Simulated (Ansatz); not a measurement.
# Dielectric response of NaH (001) films, part 5 of 5

Aim: the electronic and static ε of rocksalt NaH (001) from films of three thicknesses in a field.

Ansatz 0.2.0; plane-wave DFT, PBE, Ansatz PAW (the session's first sound run).

So far. Step 24 (Field on, atoms free, 16 atoms, units 8, field 0.05 V/Å): The dipole is 0.0599 e·Å, and the gap on the mesh 3.222 eV. Step 25 (Relaxing in the field, 16 atoms, units 8, field -0.05 …): The dipole is -0.0599 e·Å, and the gap on the mesh 3.221 eV.

### Step 26. Response with the atoms relaxed, 16 atoms, units 8

This step: plane-wave DFT, PBE, Ansatz PAW; response to a field along the normal, atoms relaxed (Ansatz 0.2.0).

Local field over the applied field, running mean. From the potentials at -0.05 and 0.05 V/Å; running mean over 2.44 Å, taken twice. Table of local field over applied field by z:

```
z (Å)  local field over applied field
  4.5                           0.996
  5.0                           0.991
  5.5                           0.978
  6.0                           0.950
  6.5                           0.907
  7.0                           0.780
  7.5                           0.575
  8.0                           0.380
  8.5                           0.201
  9.0                          0.0456
  9.5                         -0.0129
 10.0                          0.0264
 10.5                          0.0603
 11.0                          0.0918
 11.5                           0.115
 12.0                           0.127
 12.5                           0.120
 13.0                           0.114
 13.5                           0.108
 14.0                           0.105
 14.5                           0.105
 15.0                           0.106
 15.5                           0.107
 16.0                           0.107
 16.5                           0.108
 17.0                           0.108
 17.5                           0.108
 18.0                           0.108
 18.5                           0.107
 19.0                           0.107
 19.5                           0.107
 20.0                           0.106
 20.5                           0.105
 21.0                           0.105
 21.5                           0.108
 22.0                           0.113
 22.5                           0.119
 23.0                           0.126
 23.5                           0.118
 24.0                          0.0963
 24.5                          0.0657
 25.0                          0.0323
 25.5                        -0.00418
 26.0                          0.0342
 26.5                           0.175
 27.0                           0.350
 27.5                           0.543
 28.0                           0.746
 28.5                           0.890
 29.0                           0.944
 29.5                           0.974
 30.0                           0.989
 30.5                           0.996
```

The induced dipole is that of a conductor 18.22 Å thick.

### Step 27. Electronic ε from the series

This step: plane-wave DFT, PBE, Ansatz PAW; permittivity from the thickness series, atoms held (Ansatz 0.2.0).

Each added layer adds t(1 − 1/ε) to the dipole term, so the slope against thickness gives ε without a choice of where the film ends.

This step gave:

```yaml
slope: 0.6779
intercept_of_the_fit: 2.295 Å
eps_of_the_interior: 3.105
```

The equivalent conductor thickness by distance between the outer atoms:

```
distance between the outer atoms (Å)  equivalent conductor thickness (Å)
                                4.82                                5.56
                                9.62                                8.82
                               16.83                                13.7
```

By hand, from the thinnest and the thickest film: slope = (13.704 − 5.563) / (16.831 − 4.823) = 0.678, so ε = 1/(1 − 0.678) = 3.11.

### Step 28. Static ε from the series

This step: plane-wave DFT, PBE, Ansatz PAW; permittivity from the thickness series, atoms relaxed (Ansatz 0.2.0).

The same fit for the relaxed films. The nearer its slope lies to 1, the more ε hangs on small errors.

This step gave:

```
slope                : 0.8919
intercept of the fit : 3.207 Å
ε of the interior    : 9.254
```

The equivalent conductor thickness by distance between the outer atoms:

```
distance between the outer atoms (Å)  equivalent conductor thickness (Å)
                                4.82                                7.51
                                9.62                                11.8
                               16.83                                18.2
```

By hand, from the thinnest and the thickest film: slope = (18.219 − 7.507) / (16.832 − 4.821) = 0.892, so ε = 1/(1 − 0.892) = 9.25. One nm of such a film has the capacitance of 3.9/9.25 = 0.42 nm of SiO₂ (its equivalent oxide thickness).

### Step 29. The bulk crystal

This step: plane-wave DFT, PBE, Ansatz PAW (Ansatz 0.2.0).

System of this step: rocksalt NaH. Symmetry: Fm-3m, No. 225, cubic system. Conventional cell: a = 4.880 Å, b = 4.880 Å, c = 4.880 Å, α = 90.00°, β = 90.00°, γ = 90.00°. Nearest to Na lie 6 H at 2.44 Å. Nearest to H lie 6 Na at 2.44 Å. Farther neighbours are not listed.

Band edges are better read in the bulk than in a thin slab, where confinement and surface states shift them. The bulk run gives them against its mean potential.

input.yaml

```yaml
crystal:
  lattice:
    - [0.0, 2.44, 2.44]
    - [2.44, 0.0, 2.44]
    - [2.44, 2.44, 0.0]
  atoms:
    - { symbol: Na, position: [0.0, 0.0, 0.0] }
    - { symbol: H, position: [0.5, 0.5, 0.5] }
kpoints:
  mp_grid: { grid: [10, 10, 10] }
  band_path: { path: [VBM, CBM], npoints: 1 }
hamiltonian:
  xc: pbe
scf:
  occupations: { method: fixed }
  convergence: { dr2_threshold: 1.0e-09 }
output:
  eigenvalues: true
checkpoint:
  write: bulk.run
  compress: false
  write_wavefunctions: false
```

Launch:

```console
> ansatz run input.yaml --threads 8 --pin off --max-ram 12288MiB --backend cpu --events-out ev --progress --plain --runs-dir out
```

Numbers of over 12 decimals in the logs are rounded to 6 here.

Log:

```text
[...]
Crystal: 2 atoms, lattice volume = 29.054 Å³
Basis set: ecut = 420 eV, 537 PW (Γ)
Bands: 9, of which v1, the nominal top of the filled ones, is band 5 counted from 1 (4 counted from 0)
Symmetry: 48 space group operations
[...]
k-points: 47 of 1000
[...]
SCF iter   1: F=—  HF=-1502.678946 eV  |F-HF|=—  |Δ(HF+E_count)|=         —  Δρ=4.30e-4  dr2=3.67e-5  ethr=1.77e-3  ⟨swp⟩=4.6  Hψ=2399  notcnv=0  defer=82
[...]
SCF iter   6: F=-1502.678820 eV  HF=-1502.678820 eV  |F-HF|=1.01e-10  |Δ(HF+E_count)|=  3.71e-11  Δρ=8.33e-7  dr2=1.74e-10  ethr=3.69e-12  ⟨swp⟩=2.9  Hψ=2025  notcnv=0
SCF 1 converged in 6 iterations: F = -1502.678820 eV  dr2 = 1.74e-10
[...]
SCF converged after 6 iterations
Free energy (F): -1502.678820 eV
[...]
Internal energy: -1502.678820 eV  (E = F + TS)
E sigma→0 (E₀):  -1502.678820 eV
Fermi energy:    0.662100 eV
[...]
--- Band table (eV; the first three rows and the last of 47) ---
[...]
```

Run time: 0.72 s. Hardware: 8 threads of Arm Neoverse N1, shared host; peak memory 0.28 GiB; 2.7 s of CPU time.

This step gave:

- gap on the k-mesh: 3.731 eV
- gap along the path: 3.714 eV
- smallest direct gap along the path: 4.557 eV
- gap, the smaller of path and mesh: 3.714 eV

The gap is 3.71 eV.

### Step 30. Band edges against the vacuum, levels PBE

This step: plane-wave DFT, PBE, Ansatz PAW; band edges against the vacuum, bulk levels by PBE (Ansatz 0.2.0).

System of this step: NaH (001), 8 units. The cell holds 16 atoms: 8 Na and 8 H. Cell: a = 3.451 Å, b = 3.451 Å, c = 35.080 Å, α = 90.0°, β = 90.0°, γ = 90.0°. It derives from NaH (rocksalt NaH). Vacuum lies along c.

The averaged potential in the middle of the thickest slab ties the bulk's levels to the vacuum level.

align.yaml

```yaml
surface:
  bulk: { run: bulk.run }
  slab: { run: end8.run, axis: 3 }
  face: plus
  period: 2.44
```

Launch:

```console
> ansatz align-bands align.yaml -- --threads 8 --pin off
```

Log:

```text
plus face
ionisation energy 4.457 eV
electron affinity 0.743 eV
  bulk: levels by pbe on the potential of pbe; from 16.32 to 18.76 Å its average varies by 0.1410 eV and climbs by +0.0000; the bulk's density to 1.59 % (its layers are strained against the bulk's: take a thicker slab or side, or run the bulk at their strain)
  vacuum: slopes by 0.0000 eV/Å; line-up 4.1339 eV
  the slab's own level stands +0.222 eV from the bulk's
  of the slab's run: its band edges are its mesh's, and a band can turn off it. A run with kpoints.band_path: { path: [VBM, CBM], npoints: 1 } finds the zone's; the potential's macroscopic average varies by 0.1410 eV from 16.320 to 18.760 Å, more than 0.03 eV: the crystal is too thin there to have an interior, or the window reaches out of it, or the period is not the layers'
```

Run time: 0.1 s. Hardware: 8 threads.

Numbers from this step:

```
ionisation energy : 4.457 eV
electron affinity : 0.7431 eV
slab level shift  : 0.2225 eV
```

Check by hand: ionisation energy less affinity, 4.46 − (0.74) = 3.71 eV, is the bulk gap at this level.

The program warns that the averaged potential varies by 0.14 eV in the slab's middle, which these edges carry as an error.

### Step 31. The bulk with HSE06, k-mesh 8×8×8

This step: plane-wave DFT, HSE06, Ansatz PAW (Ansatz 0.2.0).

System of this step: rocksalt NaH. Symmetry: Fm-3m, No. 225, cubic system. Conventional cell: a = 4.880 Å, b = 4.880 Å, c = 4.880 Å, α = 90.00°, β = 90.00°, γ = 90.00°. Nearest to Na lie 6 H at 2.44 Å. H has 6 Na at 2.44 Å nearest. Farther neighbours are not listed.

A hybrid functional removes part of the gap error, and is affordable in the small bulk cell.

input.yaml, the sections that differ from step 29:

```yaml
kpoints:
  mp_grid: { grid: [8, 8, 8] }
hamiltonian:
  xc: hse06
scf:
  occupations: { method: fixed }
  convergence: { dr2_threshold: 1.0e-08 }
checkpoint:
  write: bulk-hse.run
  compress: false
  write_wavefunctions: false
# crystal, output: as in step 29
```

Launch:

```console
> ansatz run input.yaml --threads 8 --pin off --max-ram 12288MiB --backend cpu --events-out ev --progress --plain --runs-dir out
```

Log:

```text
[...]
davidson cushion auto → on  (no smearing: the cushion is to keep the highest requested band from converging to the state above it; pin scf.eigensolver.cushion to override)
Crystal: 2 atoms, lattice volume = 29.054 Å³
Basis set: ecut = 420 eV, 537 PW (Γ)
Bands: 9, of which v1, the nominal top of the filled ones, is band 5 counted from 1 (4 counted from 0)
Symmetry: 48 space group operations
[...]
k-points: 29 of 512
[...]
SCF iter   1: F=—  HF=-1502.678417 eV  |F-HF|=—  |Δ(HF+E_count)|=         —  Δρ=5.81e-4  dr2=8.67e-5  ethr=1.77e-3  ⟨swp⟩=2.2  Hψ=1958  notcnv=0
[...]
SCF iter   2: F=-1502.678527 eV  HF=-1502.678492 eV  |F-HF|=3.44e-5  |Δ(HF+E_count)|=   7.48e-5  Δρ=2.08e-4  dr2=6.36e-6  ethr=6.37e-8  ⟨swp⟩=2.0  Hψ=1433  notcnv=0
SCF 1 stopped early in 2 iterations: F = -1502.678527 eV  dr2 = 6.36e-6
[...]
Exchange kernel: α = 0.2500, screened, ω = 0.2079 Å⁻¹, Wigner–Seitz truncation, v(0) = 1046.9032 eV·Å³, q-mesh 8×8×8, nearest image of the exchange supercell L = 27.61 Å, pair-density grid 15×15×15, without the augmentation charges, whose exchange is taken in its separable form by FFT convolution over the k-point mesh (sized by the pseudopotential files, 20×20×20 at the most), smooth part of the exact exchange by density-matrix convolution
Frozen-core exchange: fock
SCF iter   1: F=—  HF=-1502.899337 eV  |F-HF|=—  |Δ(HF+E_count)|=         —  Δρ=5.39e-3  dr2=4.31e-3  ethr=6.36e-7  ⟨swp⟩=5.7  Hψ=1288  notcnv=0
[...]
SCF iter   5: F=-1502.898003 eV  HF=-1502.898003 eV  |F-HF|=5.01e-8  |Δ(HF+E_count)|=   1.08e-5  Δρ=3.59e-5  dr2=6.18e-7  ethr=4.87e-8  ⟨swp⟩=3.0  Hψ=783  notcnv=0
SCF 2 stopped early in 5 iterations: F = -1502.898003 eV  dr2 = 6.18e-7
hybrid outer 1: dexx = +1.305e-3 eV, tail = 5.47e-6 eV
[...]
Frozen-core exchange: fock
SCF iter   1: F=—  HF=-1502.897942 eV  |F-HF|=—  |Δ(HF+E_count)|=         —  Δρ=6.01e-5  dr2=5.96e-7  ethr=2.74e-7  ⟨swp⟩=2.1  Hψ=642  notcnv=0
[...]
SCF iter   3: F=-1502.897941 eV  HF=-1502.897941 eV  |F-HF|=9.54e-9  |Δ(HF+E_count)|=   5.72e-8  Δρ=7.01e-6  dr2=6.07e-9  ethr=2.33e-11  ⟨swp⟩=4.0  Hψ=996  notcnv=0
SCF 3 converged in 3 iterations: F = -1502.897941 eV  dr2 = 6.07e-9
hybrid outer 2: dexx = +5.288e-8 eV, tail = 2.41e-8 eV, Δε = 2.55e-3 eV (about 2.62e-4 eV left of the loop's levels)
hybrid SCF converged: 2 outer / 8 inner (+2 warm-up), last move |dexx| = 5.29e-8 eV, tail = 2.41e-8 eV
[...]
Free energy (F): -1502.897941 eV
Frozen-core exchange: fock
[...]
Internal energy: -1502.897941 eV  (E = F + TS)
E sigma→0 (E₀):  -1502.897941 eV
Fermi energy:    -0.056929 eV
[...]
--- Band table (eV; the first three rows and the last of 29) ---
[...]
```

Run time: 3.9 s. Hardware: 8 threads; peak memory 1 GiB; 23 s of CPU time.

This step gave:

| Quantity | Value |
| --- | --- |
| gap on the k-mesh | 4.744 eV |

The gap is 4.74 eV.

### Step 32. Band edges against the vacuum, levels HSE06

This step: plane-wave DFT, PBE, Ansatz PAW; band edges against the vacuum, bulk levels by HSE06 (Ansatz 0.2.0).

System of this step: NaH (001), 8 units. The cell holds 16 atoms: 8 Na and 8 H. Cell: a = 3.451 Å, b = 3.451 Å, c = 35.080 Å, α = 90.0°, β = 90.0°, γ = 90.0°. It derives from NaH (rocksalt NaH). Vacuum lies along c.

The same line-up with the hybrid's levels.

align.yaml

```yaml
surface:
  bulk: { run: bulk.run, levels_from: { run: bulk-hse.run } }
  slab: { run: end8.run, axis: 3 }
  face: plus
  period: 2.44
```

Launch:

```console
> ansatz align-bands align.yaml -- --threads 8 --pin off
```

Log:

```text
plus face
ionisation energy 5.193 eV
electron affinity 0.448 eV
  bulk: levels by hse06 on the potential of pbe; from 16.32 to 18.76 Å its average varies by 0.1410 eV and climbs by +0.0000; the bulk's density to 1.59 % (its layers are strained against the bulk's: take a thicker slab or side, or run the bulk at their strain)
  vacuum: slopes by 0.0000 eV/Å; line-up 4.1339 eV
  of the bulk's run: of the levels' run: its band edges are its mesh's, and a band can turn off it. A run with kpoints.band_path: { path: [VBM, CBM], npoints: 1 } finds the zone's; its band edges are of a coarser mesh than the slab's or the interface's, whose density can shift them: a run under levels_from is taken as it is
[...]
```

It took 0.13 s on 8 threads.

This step gave:

```
ionisation energy : 5.193 eV
electron affinity : 0.4485 eV
```

Check by hand: ionisation energy less affinity, 5.19 − (0.45) = 4.74 eV, is the bulk gap at this level.

The program warns that the averaged potential varies by 0.14 eV in the slab's middle, which these edges carry as an error.

### Step 33. The same run with other settings

This step: plane-wave DFT, PBE, Ansatz PAW (Ansatz 0.2.0).

System of this step: NaH (001), 3 units. The cell holds 6 atoms: 3 Na and 3 H. Its edges and angles: a = 3.451 Å, b = 3.451 Å, c = 22.880 Å, α = 90.0°, β = 90.0°, γ = 90.0°. It derives from NaH (rocksalt NaH). Vacuum lies along c.

A run with a changed input: it repeats the earlier run at 0.1 V/Å, 3 units with scf.mixing.algorithm to anderson, scf.mixing.beta to 0.7 and scf.eigensolver.kind to davidson.

input.yaml

```yaml
crystal:
  lattice:
    - [3.45068109, 0.0, 0.0]
    - [0.0, 3.45068109, 0.0]
    - [0.0, 0.0, 22.88]
  atoms:
    - { symbol: Na, position: [0.5, 0.5, 0.3957811853] }
    - { symbol: H, position: [0.0, 0.0, 0.394595971] }
    - { symbol: Na, position: [0.0, 0.0, 0.5000000011] }
    - { symbol: H, position: [0.5, 0.5, 0.4999999991] }
    - { symbol: Na, position: [0.5, 0.5, 0.6042188166] }
    - { symbol: H, position: [0.0, 0.0, 0.6054040271] }
kpoints:
  mp_grid: { grid: [8, 8, 1] }
hamiltonian:
  xc: pbe
scf:
  occupations: { method: fixed }
  convergence: { dr2_threshold: 1.0e-10 }
  mixing: { algorithm: anderson, beta: 0.7 }
  eigensolver: { kind: davidson }
efield:
  axis: 3
  dipole_correction: true
  ramp_position: 0.97
  ramp_width: 0.06
  amplitude: 0.1
output:
  write_potential: true
  write_density: true
  volumetric_format: npy
```

Launch:

```console
> ansatz run input.yaml --threads 8 --pin off --max-ram 12288MiB --backend cpu --events-out ev --progress --plain --runs-dir out
```

Log:

```text
[...]
Crystal: 6 atoms, lattice volume = 272.437 Å³
Basis set: ecut = 420 eV, 5297 PW (Γ)
Bands: 21, of which v1, the nominal top of the filled ones, is band 15 counted from 1 (14 counted from 0)
Symmetry: 8 space group operations
k-points: 15 of 64
[...]
SCF iter  10: F=-4507.729697 eV  HF=-4507.729697 eV  |F-HF|=9.09e-13  |Δ(HF+E_count)|=  6.05e-10  Δρ=8.12e-8  dr2=1.18e-11  ethr=1.00e-12  p=0.037 e·Å  D=2.43e-2 V/Å  ΔV_dip=-0.56 eV  dr2_dipole=5.38e-14  V_vac-E_F(+/−)=4.89/3.35 eV  ⟨swp⟩=6.4  Hψ=1071  notcnv=0
SCF 1 converged in 10 iterations: F = -4507.729697 eV  dr2 = 1.18e-11
[...]
SCF converged after 10 iterations
[...]
Free energy (F): -4507.729697 eV
[...]
Internal energy: -4507.729697 eV  (E = F + TS)
E sigma→0 (E₀):  -4507.729697 eV
Fermi energy:    -2.511825 eV
Dipole field:    D = 0.024316 V/Å  (p = 0.036609 e·Å, saw-weighted, corrected)
Work function:   not extracted (applied field tilts the vacuum); planar V_es + V_field profile in the machine report
[...]
--- Band table (eV; the first three rows and the last of 15) ---
  k-point 0: bands = [... 11 lower, -24.8730, -5.9214, -4.8317, -3.5585, 0.5085, 1.0131, 1.6073, 2.4721, ... 2 higher]
  k-point 1: bands = [... 11 lower, -24.8724, -5.7511, -4.6798, -3.4599, 0.6848, 1.1728, 1.7843, 2.6604, ... 2 higher]
  k-point 2: bands = [... 11 lower, -24.8711, -5.2603, -4.2588, -3.2454, 1.1523, 1.5702, 2.2811, 2.9334, ... 2 higher]
  k-point 14: bands = [... 11 lower, -24.8805, -2.8828, -2.6926, -2.5118, 2.1701, 2.1701, 3.3287, 3.3287, ... 2 higher]
```

Run time: 2.7 s. Hardware: 8 threads; peak memory 0.6 GiB.

Numbers from this step:

```yaml
gap_on_the_k_mesh: 3.020 eV
dipole_along_the_normal: 0.03661 e·Å
```

```
                     quantity  this run  earlier run  difference
dipole along the normal (e·Å)   0.03661      0.03661     -1.6e-7
       gap on the k-mesh (eV)     3.020        3.020      1.5e-6
```

Nothing in the table moves by 0.01 in its unit (for the dipole 0.5 % and 5e-5 e·Å). The run took 10 SCF cycles against 11.

### Step 34. The same run with other settings: basis.xc_grid = 4 and crystal.symmetry = {"detect": false}

Another changed input: it repeats the earlier run at 0.1 V/Å, 3 units with basis.xc_grid to 4 and crystal.symmetry to detect: false.

Changes to input.yaml since step 33:

```diff
@@ -12,2 +12,3 @@
     - { symbol: H, position: [0.0, 0.0, 0.6054040271] }
+  symmetry: { detect: false }
 kpoints:
@@ -19,4 +20,2 @@
   convergence: { dr2_threshold: 1.0e-10 }
-  mixing: { algorithm: anderson, beta: 0.7 }
-  eigensolver: { kind: davidson }
 efield:
@@ -31 +30,3 @@
   volumetric_format: npy
+basis:
+  xc_grid: 4
```

Log:

```text
[...]
Crystal: 6 atoms, lattice volume = 272.437 Å³
Basis set: ecut = 420 eV, 5297 PW (Γ), exchange–correlation on 96×96×640 points (64 copies of the dense FFT grid, shifted against one another)
Bands: 21, of which v1, the nominal top of the filled ones, is band 15 counted from 1 (14 counted from 0)
Symmetry: 1 space group operations
k-points: 34 of 64 (time reversal used)
[...]
SCF iter   1: F=—  HF=-4509.559112 eV  |F-HF|=—  |Δ(HF+E_count)|=         —  Δρ=3.47e-2  dr2=4.86e0  ethr=3.10e-3  p=0.051 e·Å  D=3.41e-2 V/Å  ΔV_dip=-0.78 eV  dr2_dipole=6.58e-4  V_vac-E_F(+/−)=9.62/8.31 eV  ⟨swp⟩=5.8  Hψ=2879  notcnv=0  defer=129
[...]
SCF iter  11: F=-4507.729562 eV  HF=-4507.729562 eV  |F-HF|=7.28e-12  |Δ(HF+E_count)|=  8.99e-10  Δρ=6.02e-8  dr2=6.46e-12  ethr=1.00e-12  p=0.037 e·Å  D=2.43e-2 V/Å  ΔV_dip=-0.56 eV  dr2_dipole=2.27e-15  V_vac-E_F(+/−)=4.89/3.35 eV  ⟨swp⟩=2.8  Hψ=1720  notcnv=0
SCF 1 converged in 11 iterations: F = -4507.729562 eV  dr2 = 6.46e-12
[...]
SCF converged after 11 iterations
[...]
Free energy (F): -4507.729562 eV
[...]
Internal energy: -4507.729562 eV  (E = F + TS)
E sigma→0 (E₀):  -4507.729562 eV
Fermi energy:    -2.511914 eV
Dipole field:    D = 0.024318 V/Å  (p = 0.036613 e·Å, saw-weighted, corrected)
Work function:   not extracted (applied field tilts the vacuum); planar V_es + V_field profile in the machine report
[...]
--- Band table (eV; the first three rows and the last of 34) ---
  k-point 0: bands = [... 11 lower, -24.8725, -5.9212, -4.8317, -3.5584, 0.5074, 1.0122, 1.6118, 2.4741, ... 2 higher]
  k-point 1: bands = [... 11 lower, -24.8720, -5.7510, -4.6798, -3.4597, 0.6837, 1.1719, 1.7887, 2.6623, ... 2 higher]
  k-point 2: bands = [... 11 lower, -24.8707, -5.2601, -4.2589, -3.2452, 1.1514, 1.5694, 2.2848, 2.9336, ... 2 higher]
  k-point 33: bands = [... 11 lower, -24.8800, -2.8823, -2.6926, -2.5119, 2.1702, 2.1702, 3.3286, 3.3286, ... 2 higher]
```

It took 6.3 s on 8 threads; peak memory 0.85 GiB; 47 s of CPU time.

This step gave:

| Item | Value |
| --- | --- |
| gap on the k-mesh | 3.019 eV |

```
                     quantity  this run  earlier run  difference
dipole along the normal (e·Å)   0.03661      0.03661      3.6e-6
       gap on the k-mesh (eV)     3.019        3.020     -9.8e-4
```

Nothing in the table moves by 0.01 in its unit (for the dipole 0.5 % and 5e-5 e·Å).

### Step 35. What came out

| Item | Value |
| --- | --- |
| electronic ε from the thickness series | 3.10 |
| static ε from the thickness series | 9.25 |
| local electronic ε, middle of 8 units | 3.10 |
| ionisation energy, levels by PBE | 4.46 eV |
| electron affinity, levels by PBE | 0.743 eV |
| ionisation energy, levels by HSE06 | 5.19 eV |
| electron affinity, levels by HSE06 | 0.448 eV |

**Reading.** The films give an electronic ε of 3.10 and a static ε of 9.25. The slope of the series and the field inside the thickest film give 3.10 and 3.10, in agreement. Ions raise ε from 3.10 to 9.25. HSE06 levels deepen the valence edge by 0.74 eV on the same PBE surface dipole. The alignment warns that the averaged potential still varies by 0.14 eV in the slab's middle, which the band edges carry as an error. The in-plane lattice constants are held at typed bulk values. Semilocal functionals tend to overestimate the electronic ε a little.

[Logs are printed without paths, hosts, clocks, repeated set-up lines and the standing remarks that a program may print on its own settings, such as how far it seeks lower states.]

[Hosts, paths, dates, database ids (printed as entryN), source tags and the programs' standing remarks are cut or masked in the printed files.]

[Maps of the electrostatic potential energy from Ansatz leave out the sawtooth potential of an applied field or a dipole correction, so their vacuum need not be flat; planar profiles and work functions include it.]
